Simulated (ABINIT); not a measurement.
**As in ABINIT: convergence with cutoff**

Crystal: As.

```
CELL_PARAMETERS angstrom
1.88080 1.08588 3.51406
-1.88080 1.08588 3.51406
0.00000 -2.17176 3.51406
ATOMIC_POSITIONS crystal
As 0.21182 0.22474 0.23282
As 0.77552 0.77550 0.76813
```

The cell isn't the ideal one: atoms moved at random, drawn with an rms of 0.05 Å.

```yaml
Program: ABINIT 10.8.3 (patched build)
Task: single point
Functional: LDA
Potentials_or_basis: JTH PAW LDA v2.0
Cutoff: 163 eV
k_mesh: 6 × 6 × 6
Occupations: cold (ABINIT), width 0.1 eV
Spin: no spin polarisation
```

These are the settings of the first run; the series varies cutoff, with any setting tied to it.

Hardware: 1 thread of Arm Neoverse V2, with other jobs on the host.

Q: The values tried are 6 Ha, 7.5 Ha, 9 Ha, 10.5 Ha, 13 Ha, 15 Ha, 17 Ha, 20 Ha, 24 Ha, loosest first. From which on does the largest force stay within 0.005 eV/Å of the tightest run that finished?

A: From 10.5 Ha on.

| cutoff | energy less the tightest run (meV/atom) | largest force (eV/Å) | SCF cycles | CPU time (s) | peak memory (GiB) |
| --- | --- | --- | --- | --- | --- |
| 6 Ha | 14251.96 | 2.275 | 10 | 12 | 0.09 |
| 7.5 Ha | 2584.89 | 0.260 | 11 | 17 | 0.1 |
| 9 Ha | 442.06 | 0.494 | 11 | 27 | 0.1 |
| 10.5 Ha | 60.77 | 0.479 | 11 | 31 | 0.11 |
| 13 Ha | 2.49 | 0.479 | 10 | 40 | 0.12 |
| 15 Ha | 1.78 | 0.479 | 11 | 58 | 0.13 |
| 17 Ha | 0.58 | 0.478 | 11 | 60 | 0.14 |
| 20 Ha | 0.28 | 0.478 | 11 | 74 | 0.16 |
| 24 Ha | 0.00 | 0.478 | 12 | 110 | 0.19 |

Against the tightest run, the energy stays within 1 meV/atom from 17 Ha on. The tightest run that finished is the yardstick and may itself not be fully converged.
